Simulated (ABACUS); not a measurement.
# SiC (Moissanite) (P6_3mc) in ABACUS: further runs, part 2 of 2

ABACUS 3.10.1.

### Step 3. Single point, RPBE

run_abacus.py reads:

```python
"""ABACUS run from a structure file: ASE reads it, the script writes STRU, KPT and INPUT."""
import re
import subprocess
import spglib
from ase import Atoms
from ase.io import read
from ase.units import Bohr

atoms = read("SiC.cif")
cell, frac, numbers = spglib.standardize_cell((atoms.cell[:], atoms.get_scaled_positions(), atoms.numbers), to_primitive=True, symprec=1e-4)
atoms = Atoms(numbers=numbers, cell=cell, scaled_positions=frac, pbc=True)  # the primitive cell
atoms = atoms[(-atoms.numbers).argsort(kind="stable")]  # ABACUS lists atoms element by element
pseudo = {'Si': 'Si.upf', 'C': 'C.upf'}
orbital = {}
magmoms = None
kmesh = [8, 8, 4]
params = {
    'suffix': 'SiC',
    'calculation': 'scf',
    'basis_type': 'pw',
    'pseudo_dir': './',
    'symmetry': 1,
    'dft_functional': 'GGA_X_RPBE+GGA_C_PBE',
    'ecutwfc': 82,
    'pseudo_rcut': 10,
    'nspin': 1,
    'nbands': 18,
    'ks_solver': 'dav',
    'smearing_method': 'fd',
    'smearing_sigma': 0.00367493,
    'scf_thr': 1e-08,
    'scf_nmax': 100,
    'mixing_type': 'broyden',
    'mixing_beta': 0.7,
    'cal_force': 1,
    'cal_stress': 1,
    'out_chg': 1,
    'kpar': 4,
}

symbols = atoms.get_chemical_symbols()
elements = list(dict.fromkeys(symbols))
lines = ["ATOMIC_SPECIES"] + [f"{e} {atoms.get_masses()[symbols.index(e)]:.4f} {pseudo[e]}" for e in elements]
if orbital:
    lines += ["", "NUMERICAL_ORBITAL"] + [orbital[e] for e in elements]
lines += ["", "LATTICE_CONSTANT", f"{1 / Bohr:.10f}", "", "LATTICE_VECTORS"]
lines += [" ".join(f"{x:.10f}" for x in v) for v in atoms.cell]
lines += ["", "ATOMIC_POSITIONS", "Direct"]
for e in elements:
    lines += ["", e, "0.0", str(symbols.count(e))]
    for i, p in enumerate(atoms.get_scaled_positions(wrap=False)):
        if symbols[i] == e:
            mag = "" if magmoms is None else " mag " + " ".join(str(x) for x in (magmoms[i] if isinstance(magmoms[i], list) else [magmoms[i]]))
            lines.append(" ".join(f"{x:.10f}" for x in p) + " 1 1 1" + mag)
open("STRU", "w").write("\n".join(lines) + "\n")
open("KPT", "w").write("K_POINTS\n0\nGamma\n%d %d %d 0 0 0\n" % tuple(kmesh))
open("INPUT", "w").write("INPUT_PARAMETERS\n" + "".join(f"{k:<20s}{v}\n" for k, v in params.items()))

done = subprocess.run(['mpirun', '-np', '4', 'abacus'])
if done.returncode:
    raise SystemExit(done.returncode)
log = open("OUT.SiC/running_scf.log").read()
print("final energy (eV):", re.findall(r"FINAL_ETOT_IS (\S+)", log))
```

SiC.cif reads:

```cif
data_SiC
_cell_length_a 3.07600000
_cell_length_b 3.07600000
_cell_length_c 5.04800000
_cell_angle_alpha 90.00000000
_cell_angle_beta 90.00000000
_cell_angle_gamma 120.00000000
_space_group_name_H-M_alt 'P6_3mc'
_space_group_name_Hall 'P 6c -2c'
_space_group_IT_number 186
loop_
_space_group_symop_operation_xyz
'x,y,z'
'x-y,x,z+1/2'
'-y,x-y,z'
'-x,-y,z+1/2'
'-x+y,-x,z'
'y,-x+y,z+1/2'
'y,x,z+1/2'
'x,x-y,z'
'x-y,-y,z+1/2'
'-y,-x,z'
'-x,-x+y,z+1/2'
'-x+y,y,z'
loop_
_atom_site_label
_atom_site_type_symbol
_atom_site_symmetry_multiplicity
_atom_site_Wyckoff_symbol
_atom_site_fract_x
_atom_site_fract_y
_atom_site_fract_z
_atom_site_occupancy
Si1 Si 2 b 0.6666666667 0.3333333333 0.5000000000 1
C1 C 2 b 0.6666666667 0.3333333333 0.8850000000 1
```

Potentials or basis: PseudoDojo NC SR 0.4.1 PBE standard, plane waves.

The run is started by

```
$ OMP_NUM_THREADS=1 python run_abacus.py > log
```

running log:

```text
ABACUS v3.10.1

               Atomic-orbital Based Ab-initio Computation at UStc

 ------------------------------------------------------------------------------------

 READING GENERAL INFORMATION
                           global_out_dir = OUT.SiC/
                           global_in_card = INPUT
                               pseudo_dir = ./
                              orbital_dir =
                                    DSIZE = 4
                                    GSIZE = 1
[... 5 lines left out ...]

 READING ATOM TYPE 1
                               atom label = Si
                      L=0, number of zeta = 1
                      L=1, number of zeta = 1
                      L=2, number of zeta = 1
             number of atom for this type = 2

 READING ATOM TYPE 2
                               atom label = C
                      L=0, number of zeta = 1
                      L=1, number of zeta = 1
                      L=2, number of zeta = 1
             number of atom for this type = 2

                        TOTAL ATOM NUMBER = 4
DIRECT COORDINATES
    atom                   x                   y                   z     mag                  vx                  vy                  vz
taud_Si1            0.6666666667        0.3333333333        0.5000000000  0.0000        0.0000000000        0.0000000000        0.0000000000
taud_Si2            0.3333333333        0.6666666667        0.0000000000  0.0000        0.0000000000        0.0000000000        0.0000000000
taud_C1            0.6666666667        0.3333333333        0.8850000000  0.0000        0.0000000000        0.0000000000        0.0000000000
taud_C2            0.3333333333        0.6666666667        0.3850000000  0.0000        0.0000000000        0.0000000000        0.0000000000

                          Volume (Bohr^3) = 279.138
                             Volume (A^3) = 41.364

 Lattice vectors: (Cartesian coordinate: in unit of a_0)
               +3.076                  +0                  +0
               -1.538            +2.66389                  +0
                   +0                  +0              +5.048
 Reciprocal vectors: (Cartesian coordinate: in unit of 2 pi/a_0)
            +0.325098           +0.187695                  -0
                   -0            +0.37539                  -0
                   +0                  -0           +0.198098
 The esolver type has been set to : ksdft_pw

                PAO radial cut off (Bohr) = 10

 Read in pseudopotential file is Si.upf
                     pseudopotential type = NC
          exchange-correlation functional = PBE
                 nonlocal core correction = 1
                        valence electrons = 4
                                     lmax = 2
                           number of zeta = 2
                     number of projectors = 6
                           L of projector = 0
                           L of projector = 0
                           L of projector = 1
                           L of projector = 1
                           L of projector = 2
                           L of projector = 2
 XC functional updated to : GGA_X_RPBE+GGA_C_PBE
          exchange-correlation functional = GGA_X_RPBE+GGA_C_PBE
                PAO radial cut off (Bohr) = 10

 Read in pseudopotential file is C.upf
                     pseudopotential type = NC
          exchange-correlation functional = PBE
                 nonlocal core correction = 1
                        valence electrons = 4
                                     lmax = 1
                           number of zeta = 2
                     number of projectors = 4
                           L of projector = 0
                           L of projector = 0
                           L of projector = 1
                           L of projector = 1
 XC functional updated to : GGA_X_RPBE+GGA_C_PBE
          exchange-correlation functional = GGA_X_RPBE+GGA_C_PBE
     initial pseudo atomic orbital number = 16

 SETUP THE ELECTRONS NUMBER
            electron number of element Si = 4
      total electron number of element Si = 8
             electron number of element C = 4
       total electron number of element C = 8
[... 126 lines left out ...]
      29  0.50000000  0.25000000  0.50000000  0.0234     146
      30  0.37500000  0.37500000  0.50000000  0.0234     147

                               nkstot now = 30
[... K-POINTS DIRECT COORDINATES: 30 rows ...]

           k-point number in this process = 8
       minimum distributed K point number = 7
[... stars of the k points ...]

[... K-POINTS CARTESIAN COORDINATES: 8 rows ...]

[... K-POINTS DIRECT COORDINATES: 8 rows ...]

 SETUP PLANE WAVES FOR WAVE FUNCTIONS
     energy cutoff for wavefunc (unit:Ry) = 82
              fft grid for wave functions = [ 36, 36, 60 ]
                    number of plane waves = 4927
                         number of sticks = 241

 PARALLEL PW FOR WAVE FUNCTIONS
     PROC   COLUMNS(POT)             PW
        1            241           4927
 --------------- sum -------------------
        1            241           4927

 SETUP NONLOCAL PSEUDOPOTENTIALS IN PLANE WAVE BASIS
 Si non-local projectors:
 projector 1 L=0
 projector 2 L=0
 projector 3 L=1
 projector 4 L=1
 projector 5 L=2
 projector 6 L=2
 C non-local projectors:
 projector 1 L=0
 projector 2 L=0
 projector 3 L=1
 projector 4 L=1
      TOTAL NUMBER OF NONLOCAL PROJECTORS = 52

 Init Non-Local PseudoPotential table :
 Init Non-Local-Pseudopotential done.

                                     npwx = 3513

 Make real space PAO into reciprocal space.
       max mesh points in Pseudopotential = 1001
     dq(describe PAO in reciprocal space) = 0.01
                                    max q = 1091

 number of pseudo atomic orbitals for Si is 2
WARNING: norm of atomic wavefunction # 2 of atomic type Si is 0.999847, renormalized

 number of pseudo atomic orbitals for C is 2
WARNING: norm of atomic wavefunction # 2 of atomic type C is 0.999989, renormalized

 -------------------------------------------
 SELF-CONSISTENT
 -------------------------------------------
                                 init_chg = atomic

 PW ALGORITHM --------------- ION=   1  ELEC=   1--------------------------------

 Density error is 0.884035626888
                          Error Threshold = 0.01
----------------------------------------------------------
     Energy           Rydberg                 eV
----------------------------------------------------------
 E_KohnSham     -40.8198743271       -555.3828824926
 E_Harris       -38.6486864002       -525.8423552581
 E_Fermi        0.6614930111         9.0000741385
----------------------------------------------------------
[... 75 lines left out ...]
 Density error is 2.92364556619e-10
                          Error Threshold = 3.79494690363e-10
----------------------------------------------------------
     Energy           Rydberg                 eV
----------------------------------------------------------
 E_KohnSham     -41.0917530729       -559.0819826002
 E_KS(sigma->0) -41.0917530729       -559.0819826002
 E_Harris       -41.0917844683       -559.0824097568
 E_band         4.2693370062         58.0873099669
 E_one_elec     11.0740772166        150.6705502384
 E_Hartree      4.7742453052         64.9569398009
 E_xc           -15.1508864156       -206.1383850032
 E_Ewald        -41.7891891791       -568.5710876363
 E_entropy(-TS) -0.0000000000        -0.0000000000
 E_descf        0.0000000000         0.0000000000
 E_exx          0.0000000000         0.0000000000
 E_Fermi        0.8114871157         11.0408486271
----------------------------------------------------------

 charge density convergence is achieved
 final etot is -559.0819826 eV
 EFERMI = 11.040848627 eV

 STATE ENERGY(eV) AND OCCUPATIONS    NSPIN == 1
 1/8 kpoint (Cartesian) = 0.0000 0.0000 0.0000 (3465 pws)
       1       -5.89696     0.00781250
       2       -2.40688     0.00781250
       3        1.14306     0.00781250
       4        8.25666     0.00781250
       5        8.25666     0.00781250
       6        9.53779     0.00781250
[... 98 lines left out ...]
       5        6.55022      0.0468750
       6        7.65657      0.0468750
[... 10 lines left out ...]
      17        20.9973    1.55015e-88
      18        21.5738        0.00000

[... levels at 2 further k points ...]

------------------------------------------------------------------------------------------
 TOTAL-FORCE (eV/Angstrom)
------------------------------------------------------------------------------------------
                       Si1         0.0000000000         0.0000000000         0.7578177230
                       Si2         0.0000000000         0.0000000000         0.7578177230
                        C1         0.0000000000         0.0000000000        -0.7578177230
                        C2         0.0000000000         0.0000000000        -0.7578177230
------------------------------------------------------------------------------------------

----------------------------------------------------------------
 TOTAL-STRESS (KBAR)
----------------------------------------------------------------
        61.8996274507         0.0000000000         0.0000000000
         0.0000000000        61.8996274526         0.0000000000
        -0.0000000000         0.0000000000        12.2891383055
----------------------------------------------------------------
 TOTAL-PRESSURE: 45.362798 KBAR

 --------------------------------------------
 !FINAL_ETOT_IS -559.0819826001722959 eV
 --------------------------------------------
```

It took 7.5 s on 4 MPI ranks of Intel Xeon Platinum 8559C (Emerald Rapids), shared host; peak memory 0.4 GiB.

What came out:

```yaml
Free_energy: -559.0820 eV
Pressure: 4.5 GPa
Largest_force: 0.758 eV/Å
Band_gap_on_the_k_mesh: 2.65 eV, indirect (least direct gap 4.14 eV)
```

Forces on the atoms (eV/Å):
```
Si   0.000  0.000  0.758
Si   0.000  0.000  0.758
C    0.000  0.000 -0.758
C    0.000  0.000 -0.758
```

Stress tensor (GPa, compression positive):
```
6.19 0.00 0.00
0.00 6.19 0.00
0.00 0.00 1.23
```

Levels at points of the mesh, in eV from the valence-band top:
| k point | band 4 | band 5 | band 6 | band 7 | band 8 | band 9 | band 10 |
| --- | --- | --- | --- | --- | --- | --- | --- |
| (0.00, 0.00, 0.00) | -1.56 | -1.56 | -0.28 | -0.28 | 0.00 | 4.65 | 6.06 |
| (0.50, 0.50, 0.00) | -6.55 | -5.42 | -3.54 | -3.24 | -1.49 | 2.65 | 4.25 |
| (0.00, 0.00, 0.50) | -4.45 | -0.97 | -0.97 | -0.97 | -0.97 | 5.74 | 5.74 |
| (0.50, 0.50, 0.50) | -8.44 | -2.69 | -2.69 | -2.34 | -2.34 | 3.23 | 3.23 |

Caveat: the potentials were made for another functional, which shifts forces and pressure. A k mesh can miss the band edges.
